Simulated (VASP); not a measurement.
These are PBE GGA, VASP's PBE PAW potentials (set 64) (plane waves; VASP) values and carry that method's errors.

The input files of a VASP run:

### POSCAR
```
ZnTe
1
   -0.0000000000     3.0877232078     3.0877232078
    3.0877232078    -0.0000000000     3.0877232078
    3.0877232078     3.0877232078     0.0000000000
Zn Te
1 1
Direct
  0.0000000000   0.0000000000   0.0000000000
  0.2500000000   0.2500000000   0.2500000000
```

### KPOINTS
```
k-points along high-symmetry lines
15
Line-mode
Reciprocal
  0.000000   0.000000   0.000000 ! GAMMA
 -0.500000  -0.500000   0.000000 ! X

 -0.500000  -0.500000   0.000000 ! X
 -0.375000  -0.375000   0.250000 ! U

 -0.375000  -0.000000   0.375000 ! K
  0.000000   0.000000   0.000000 ! GAMMA

  0.000000   0.000000   0.000000 ! GAMMA
 -0.000000  -0.000000   0.500000 ! L

 -0.000000  -0.000000   0.500000 ! L
 -0.500000  -0.250000   0.250000 ! W

 -0.500000  -0.250000   0.250000 ! W
 -0.500000  -0.500000   0.000000 ! X
```

**INCAR**
```
SYSTEM = ZnTe
PREC = Accurate; ENCUT = 400; LREAL = F
LASPH = T; ICHARG = 11
EDIFF = 1E-7; NELM = 100; ALGO = Normal
LMAXMIX = 4
ISMEAR = 0; SIGMA = 0.05
GGA = PE
LWAVE = F; LCHARG = F; LORBIT = 11
```

POTCAR, in this order: Zn Te (PBE.64 set). Program: vasp_std. Read from the step before: CHGCAR.

Output of the run:

File OSZICAR:
```
       N       E                     dE             d eps       ncg     rms          rms(c)
DAV:   1     0.713477204788E+02    0.71348E+02   -0.74484E+03  2340   0.120E+03
DAV:   2    -0.208479517013E+00   -0.71556E+02   -0.68718E+02  2555   0.236E+02
DAV:   3    -0.405186296745E+01   -0.38434E+01   -0.38139E+01  2895   0.562E+01
DAV:   4    -0.410419757878E+01   -0.52335E-01   -0.52319E-01  3123   0.643E+00
DAV:   5    -0.410487057103E+01   -0.67299E-03   -0.67299E-03  2897   0.543E-01
DAV:   6    -0.410489830402E+01   -0.27733E-04   -0.27733E-04  3392   0.803E-02
DAV:   7    -0.410489839653E+01   -0.92509E-07   -0.92757E-07  2773   0.417E-03
   1 F= -.41048984E+01 E0= -.41048984E+01  d E =-.526017E-15
```

OUTCAR:
```
 val. band max:        2.8553611453   @ k =   0.0000   0.0000   0.0000

 cond. band min:       3.9370941084   @ k =   0.0000   0.0000   0.0000



 k-point     1 :       0.0000    0.0000    0.0000
  band No.  band energies     occupation
      1      -8.7048      2.00000
      2      -3.9286      2.00000
      3      -3.9286      2.00000
      4      -3.9286      2.00000
      5      -3.7162      2.00000
      6      -3.7162      2.00000
      7       2.8554      2.00000
      8       2.8554      2.00000
      9       2.8554      2.00000
     10       3.9371      0.00000
     11       7.2812      0.00000
     12       7.2812      0.00000
     13       7.2813      0.00000

 k-point     2 :      -0.0357   -0.0357    0.0000
  band No.  band energies     occupation
      1      -8.6937      2.00000
      2      -3.9283      2.00000
      3      -3.9272      2.00000
      4      -3.9272      2.00000
      5      -3.7167      2.00000
      6      -3.7159      2.00000
      7       2.6397      2.00000
      8       2.8141      2.00000
      9       2.8141      2.00000
     10       4.1540      0.00000
     11       7.2136      0.00000
     12       7.3423      0.00000
     13       7.3423      0.00000

 k-point     3 :      -0.0714   -0.0714    0.0000
  band No.  band energies     occupation
      1      -8.6606      2.00000
      2      -3.9275      2.00000
      3      -3.9228      2.00000
      4      -3.9228      2.00000
      5      -3.7183      2.00000
      6      -3.7151      2.00000
      7       2.2146      2.00000
      8       2.6976      2.00000
      9       2.6976      2.00000
     10       4.5776      0.00000
     11       7.0406      0.00000
     12       7.5180      0.00000
     13       7.5180      0.00000

 k-point     4 :      -0.1071   -0.1071    0.0000
  band No.  band energies     occupation
      1      -8.6065      2.00000
      2      -3.9256      2.00000
      3      -3.9158      2.00000
      4      -3.9158      2.00000
...
```

The density is held fixed in this step, so its total energy and stress have no physical meaning. Unless said otherwise, spin-orbit coupling is left out, though it shifts the bands of the heavy elements here.

The compound is ZnTe in the zinc blende structure. It was relaxed first.
